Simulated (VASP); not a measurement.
The system is CdTe.

```
Te Cd
1.0
     0.00000    3.20500    3.20500
     3.20500    0.00000    3.20500
     3.20500    3.20500    0.00000
Te Cd
1 1
Direct
  0.75000 0.75000 0.75000
  0.00000 0.00000 0.00000
```

Base run:

| Quantity | Value |
| --- | --- |
| Program | VASP 6.6.1 |
| Functional | r2SCAN |
| Potentials or basis | VASP PAW PBE potentials, release 64 (Te, Cd) |
| Cutoff | 520 eV |
| k mesh | 8 × 8 × 8 |
| Occupations | gaussian, width 0.02 eV |
| Spin | no spin polarisation |

Its results: band gap on the k mesh 1.38 eV, direct.

Task: The run is repeated on the same cell with these changes: functional from r2SCAN to TB-mBJ. What comes out?

Result: Band gap on the k mesh 1.91 eV, direct.

Caveats: spin-orbit coupling is left out, which moves the levels of the heavy elements.
